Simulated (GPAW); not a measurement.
# Hf (P-1) in GPAW: band structure with optPBE-vdW

Aim: the band structure of Hf with optPBE-vdW.

All numbers are computed with GPAW 26.7.0; they aren't measurements. Logs are shortened: lines on timing, memory, paths and dates and some standing lists are left out, and cuts for length are marked. The log counts tension as positive stress, the text compression.

### Step 1. The cell of the first run

The typed cell holds 1 atom: a = 3.078 Å, b = 3.058 Å, c = 3.476 Å, α = 55.73°, β = 55.49°, γ = 61.24°.

This isn't the form of Hf at room conditions, which is hcp.

### Step 2. Band structure, optPBE-vdW (cell sheared at random, sigma 0.06, atoms nudged by 0.01 Å)

run.py

```python
from ase.dft.bandgap import bandgap
from ase.io import read, write
from gpaw import GPAW, PW

atoms = read('Hf.xyz')

calc = GPAW(mode=PW(600),
            xc={'name': 'optPBE-vdW', 'backend': 'libvdwxc'},
            kpts={'size': (9, 9, 8), 'gamma': True},
            occupations={'name': 'fermi-dirac', 'width': 0.05},
            nbands=14,
            convergence={'density': 1e-05, 'energy': 1e-05},
            mixer={'backend': 'pulay', 'beta': 0.02, 'nmaxold': 8, 'weight': 100.0},
            maxiter=75,
            txt='gpaw.txt')
atoms.calc = calc
energy = atoms.get_potential_energy()
forces = atoms.get_forces()
calc.write('gs.gpw')
write('result.traj', atoms)
print(f'Energy: {energy:.6f} eV')
print('Forces (eV/A):')
print(forces.round(4))
print('Fermi level:', round(calc.get_fermi_level(), 4), 'eV')
print(f'Gap: {bandgap(calc)[0]:.4f} eV, direct: {bandgap(calc, direct=True)[0]:.4f} eV')

path = atoms.cell.bandpath('XGY,LGZ,NGM,RG', npoints=80, eps=1e-4)
bs_calc = calc.fixed_density(kpts=path, symmetry='off', nbands=22,
                             convergence={'bands': 'CBM+6.0', 'eigenstates': 1e-6}, txt='bands.txt')
bs = bs_calc.band_structure()
bs.write('bs.json')
print(f'Gap on the path: {bandgap(bs_calc)[0]:.4f} eV')
```

Hf.xyz

```xyz
1
Lattice="0.1192699600 2.3430520200 1.9928205800 2.3210866400 0.1247983600 1.9872921700 2.4497549800 2.4661919600 -0.0038699800" Properties=species:S:1:pos:R:3 pbc="T T T"
Hf     0.0000000000      0.0000000000      0.0000000000
```

Potentials or basis: GPAW PAW data sets (gpaw-data 1.2.1), pw.

On the command line:

```
> OMP_NUM_THREADS=1 python run.py
```

gpaw.txt:

```text
__  _  _
 | _ |_)|_||  |
 |__||  | ||/\| - 26.7.0

Input parameters:
  mode=PW(ecut=600.0),
  convergence={'density': 1e-05, 'energy': 1e-05},
  kpts=MonkhorstPack(size=(9, 9, 8), gamma=True),
  maxiter=75,
  mixer=Pulay(name='pulay', nmaxold=8, beta=0.02, weight=100.0, sigma=0.015, g_ss=None),
  nbands=14,
  occupations=Occupations(name='fermi-dirac', width=0.05),
  xc=XC(name='optPBE-vdW', backend='libvdwxc')

Diagonalizing LCAO Hamiltonian
Converting LCAO to pw mode

       Hf

Atoms  # Å, Bohr magnetons
|   | symbol |        x |        y |        z |    initial magnetic moments |
|---|--------|----------|----------|----------|-----------------------------|
| 0 |     Hf | 0.000000 | 0.000000 | 0.000000 | ( 0.0000,  0.0000,  0.0000) |

Unit cell  # Å
| periodic |        x |        y |         z |  lengths |    angles |
|----------|----------|----------|-----------|----------|-----------|
|      yes | 0.119270 | 2.343052 |  1.992821 | 3.078222 | 55.728736 |
|      yes | 2.321087 | 0.124798 |  1.987292 | 3.058161 | 55.485804 |
|      yes | 2.449755 | 2.466192 | -0.003870 | 3.476121 | 61.238348 |

Number of symmetries: 2
Symmetry operations  # r_c * U_cc + t_c -> r_c
|   | kind |            matrix            |
|---|------|------------------------------|
| 0 |  E   |  1, 0, 0,  0, 1, 0,  0, 0, 1 |
| 1 |  i   | -1, 0, 0,  0,-1, 0,  0, 0,-1 |

BZ-sampling:
  Number of BZ points: 648
  Number of IBZ points: 325

  Monkhorst-Pack size: [9, 9, 8]
  Monkhorst-Pack shift: [0.0, 0.0, 0.0625]

K-points  # in reciprocal-cell coordinates
|     |                                coordinates |     weight |
|-----|--------------------------------------------|------------|
|   0 | (  0.00000000,   0.00000000,   0.00000000) | 0.00154321 |
|   1 | (  0.00000000,   0.00000000,   0.12500000) | 0.00308642 |
|   2 | (  0.00000000,   0.00000000,   0.25000000) | 0.00308642 |
|   3 | (  0.00000000,   0.00000000,   0.37500000) | 0.00308642 |
|   4 | (  0.00000000,   0.00000000,   0.50000000) | 0.00154321 |
|   5 | (  0.00000000,   0.11111111,  -0.37500000) | 0.00308642 |
|   6 | (  0.00000000,   0.11111111,  -0.25000000) | 0.00308642 |
|   7 | (  0.00000000,   0.11111111,  -0.12500000) | 0.00308642 |
|   8 | (  0.00000000,   0.11111111,   0.00000000) | 0.00308642 |
|   9 | (  0.00000000,   0.11111111,   0.12500000) | 0.00308642 |
| ... |                                            |            |
| 324 | (  0.44444444,   0.44444444,   0.50000000) | 0.00308642 |

Plane wave coefficients: 734
Cutoff: 600.0 eV

Spin-components: 1 (collinear spins)
Bands:           14
Projectors:      6
Spin-degeneracy: 2
Datatype:        complex128

Parallelization:
  kpt:    1
  domain: 1
  band:   1

Density:
  Valence electrons: 12.0
  Components: 1
  Grid points: [18 18 20]
  Charge: 0.0  # |e|

Potential:
  Grid points: [18 18 20]

species:
  Hf:
    name:    Hafnium
    Z:       72.0
    valence: 12
    core:    60
    charge:  0.0  # [|e|]
    compensation charges:
      type: gauss
      rc: 0.41  # [Å]
      lmax: 2
    cutoffs:
      filter: 2.36  # [Å]
      core: 4.02  # [Å]
    projectors
    | kind |    occ | energy [eV] | rcut [Å] |
    |------|--------|-------------|----------|
    |   5s |  2.000 |     -66.831 |    1.397 |
    |   6s |  2.000 |      -5.097 |    1.397 |
    |   5p |  6.000 |     -35.599 |    1.307 |
    |   6p |  0.000 |      -1.401 |    1.307 |
    |   5d |  2.000 |      -2.699 |    1.334 |
    |    d |        |      24.513 |    1.334 |

    Using partial waves for Hf as LCAO basis

Reference energy: -409886.115275  # eV

eigensolver:
  PPCG
  Converge bands: occupied
  niter=2

density mixing:
  Pulay-Mixer
  Linear mixing parameters: 0.02
  Old densities: 8
  Fourier metric: weight=100.0, sigma=0.015

occupation numbers:
  Fermi-Dirac:
    width: 0.0500  # eV

poisson solver:
  ecut: 4800.0  # eV

xc functional:
  name: vdW-optPBE with libvdwxc
  Mode: serial
  Semilocal: GGA_X_OPTPBE_VDW+LDA_C_PW with 2 nearest neighbor stencil
  Corresponding non-local functional: vdW-DF
  Local blocksize: 36 x 36 x 40
  PAW datasets: PBE

convergence criteria:
- Maximum integral of absolute [dens]ity change: 1e-05 electrons / valence electron
- Maximum [total energy] change in last 3 cyles: 1e-05 eV / valence electron
- Maximum integral of absolute [eigenst]ate change: 4e-08 eV^2 / valence electron
maximum number of iterations: 75

SCF iterations
|iter     | |      energy | eigst |  dens |
|---------|-|-------------|-------|-------|
|iter:   1| |  -33.425517 | -0.24 |       |
|iter:   2| |  -33.422304 | -3.21 | -1.39 |
|iter:   3| |  -33.381786 | -2.09 | -1.40 |
|iter:   4| |  -33.385121 | -3.76 | -1.86 |
|iter:   5| |  -33.396428 | -3.35 | -1.91 |
|iter:   6| |  -33.396451 | -4.97 | -2.95 |
|iter:   7| |  -33.396456c| -5.64 | -3.12 |
|iter:   8| |  -33.396455c| -6.47 | -3.59 |
|iter:   9| |  -33.396457c| -7.30 | -3.79 |
|iter:  10| |  -33.396457c| -8.28c| -4.45 |
|iter:  11| |  -33.396457c| -7.95c| -4.77 |
|iter:  12| |  -33.396457c| -8.70c| -5.35c|

Converged in 12 steps
Energy contributions relative to reference atoms: (reference = -409886.115275)

Energy contributions:
  Kinetic:          13.751806
  Coulomb:         -12.316787
  Zero:             -0.594730
  External:          0.000000
  Xc:              -34.230036
  Entropy:          -0.013418
  Spinorbit:         0.000000
  ----------------------------
  Free energy:     -33.403166
  Extrapolated:    -33.396457

dipole moment: (-17.726026, -17.885269, -14.413369)  # |e|*Ang

Fermi level: 10.130
Eigenvalues  # (at kpt = [0.000, 0.000, 0.000])
| band index |      eig [eV] | occ [0-2] |
|------------|---------------|-----------|
|          0 |       -51.457 |     2.000 |
|          1 |       -19.898 |     2.000 |
|          2 |       -19.873 |     2.000 |
|          3 |       -19.820 |     2.000 |
|          4 |         2.991 |     2.000 |
|          5 |        10.543 |     0.001 |
|          6 |        12.036 |     0.000 |
|          7 |        12.511 |     0.000 |
|          8 |        13.210 |     0.000 |
|          9 |        15.405 |     0.000 |
|         10 |        22.235 |     0.000 |
|         11 |        24.058 |     0.000 |
|         12 |        26.224 |     0.000 |
|         13 |        29.857 |     0.000 |

No gap
No difference between direct/indirect transitions

Forces  # eV/Ang
|       x |       y |       z |
|---------|---------|---------|
| 0.00000 | 0.00000 | 0.00000 |  # Hf   0

# Writing to gs.gpw (mode='')
```

Run time: 93 s. Hardware: 1 thread of Arm Neoverse V1, shared host; peak memory 0.27 GiB.

Results:

```
Free energy             : -33.4032 eV
Band gap along the path : none (metal or under the smearing width)
```

Levels at the corners of the path, in eV from the Fermi level:
| point | band 2 | band 3 | band 4 | band 5 | band 6 | band 7 | band 8 | band 9 | band 10 |
| --- | --- | --- | --- | --- | --- | --- | --- | --- | --- |
| X | -30.89 | -30.13 | -30.00 | -3.69 | 0.51 | 1.06 | 1.97 | 4.83 | 7.24 |
| Γ | -30.03 | -30.00 | -29.95 | -7.14 | 0.41 | 1.91 | 2.38 | 3.08 | 5.28 |
| Y | -30.91 | -30.25 | -30.08 | -3.49 | -0.43 | 1.25 | 2.85 | 6.59 | 6.97 |
| L | -30.87 | -30.34 | -30.15 | -3.37 | -1.78 | 2.09 | 5.14 | 6.79 | 7.63 |
| Γ | -30.03 | -30.00 | -29.95 | -7.14 | 0.41 | 1.91 | 2.38 | 3.08 | 5.28 |
| Z | -30.89 | -30.13 | -29.99 | -3.70 | 0.48 | 1.04 | 2.00 | 4.86 | 7.22 |
| N | -30.79 | -30.57 | -30.34 | -3.08 | -2.51 | 4.71 | 6.55 | 6.93 | 7.23 |
| Γ | -30.03 | -30.00 | -29.95 | -7.14 | 0.41 | 1.91 | 2.38 | 3.08 | 5.28 |
| M | -30.87 | -30.33 | -30.14 | -3.39 | -1.78 | 1.98 | 5.23 | 6.83 | 7.56 |
| R | -30.92 | -30.25 | -30.08 | -3.48 | -0.42 | 1.30 | 2.79 | 6.58 | 7.02 |
| Γ | -30.03 | -30.00 | -29.95 | -7.14 | 0.41 | 1.91 | 2.38 | 3.08 | 5.28 |

Caveat: the PAW data sets were made with another functional, which shifts forces and pressure a little; spin-orbit coupling is left out, which moves the levels of the heavy elements.
